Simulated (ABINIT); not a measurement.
The system is Pb.

```
Pb
1.0
     3.48000    0.00000    0.00000
    -1.74000    3.01377    0.00000
     0.00000    0.00000    5.59000
Pb
2
Direct
  0.66667 0.33333 0.75000
  0.33333 0.66667 0.25000
```

This isn't the form of Pb at room conditions, which is fcc.

```yaml
Program: ABINIT 10.8.3 (patched build)
Task: single point
Functional: PBEsol
Potentials_or_basis: PseudoDojo NC SR PBEsol v0.4.1 standard
Cutoff: 762 eV
k_mesh: 9 × 9 × 5
Occupations: fermi-dirac, width 0.05 eV
Spin: no spin polarisation
```

On this cell: pressure 1.1 GPa; largest force under 0.003 eV/Å; band gap on the k mesh none (metal or under the smearing width).

The same run follows on a disturbed copy (atoms moved at random, drawn with an rms of 0.05 Å):

```xyz
2
Lattice="3.4800 0.0000 0.0000 -1.7400 3.0138 0.0000 0.0000 0.0000 5.5900" Properties=species:S:1:pos:R:3 pbc="T T T"
Pb    1.7483    1.0604    4.1723
Pb   -0.0038    2.0711    1.4324
```

Task: What changes?

Result: The energy (extrapolated to zero smearing) moves by +0.9 meV/atom; pressure 1.2 GPa; largest force 0.079 eV/Å; band gap on the k mesh none (metal or under the smearing width).

Forces in eV/Å, atoms in the order of the input:
```
Pb  -0.003  0.002  0.079
Pb   0.003 -0.002 -0.079
```

Stress tensor (GPa, compression positive):
```
-0.09  0.01 -0.01
 0.01 -0.09  0.00
-0.01  0.00  3.71
```
